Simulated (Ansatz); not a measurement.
Te2Mo (layers cut from the bulk crystal), computed twice by G0W0.

The cell holds 3 atoms: 2 Te and 1 Mo. Cell: a = 3.444 Å, b = 3.444 Å, c = 30.500 Å, α = 90.0°, β = 90.0°, γ = 120.0°. It derives from Te2Mo. Vacuum lies along c.

```xyz
3
Lattice="3.4442 0.0000 0.0000 -1.7221 2.9828 0.0000 0.0000 0.0000 30.5000" Properties=species:S:1:pos:R:3
Te    0.0000    1.9885   13.4343
Mo    1.7221    0.9943   15.2500
Te    0.0000    1.9885   17.0657
```

The structure was relaxed with PBEsol-D3(BJ). The runs that relaxed it are not among those shown. Spin-orbit coupling is left out unless a run names it. PAW set soft_2, made with PBE.

The first (Ansatz 0.2.0; start PBEsol, 9×9×1 mesh, 711 empty bands, screening to 100 eV; 1 × NVIDIA GB200 with 32 threads of Arm Neoverse V2, shared host) gave, on its mesh: starting gap 1.31 eV, G0W0 gap 1.76 eV, mean of 1 + 4πα/V (set by the cell height) 3.80, 32 s.

**Question.** The second changes empty bands from 711 to 290 and screening cutoff (eV) from 100.0 to 55. What does it give?

It gave: starting gap 1.31 eV, G0W0 gap 1.74 eV, mean of 1 + 4πα/V (set by the cell height) 3.87, 8.1 s. The G0W0 gap moves by −0.02 eV, +0.00 eV from the start and −0.02 eV from the correction. Σc changes by +0.25 eV at the valence top and +0.24 eV at the conduction bottom, and Σx − Vxc between them by −0.0001 eV.

Limits: not at the basis limit; coarse mesh for a sheet; no spin-orbit coupling.

[Paths, hosts, dates, memory and timing lines, banners, echoed tables and standing remarks are left out of the program output.]

[Logs are printed without paths, hosts, clocks, repeated set-up lines and the standing remarks that a program may print on its own settings, such as how far it seeks lower states.]

[Runs of the session that timed out or met a known fault of the program may be left out.]

[Cells called generated may have been cut or substituted from an entry of the Crystallography Open Database or the Materials Project.]

[Hosts, paths, dates, database ids (printed as entryN), source tags and the programs' standing remarks are cut or masked in the printed files.]
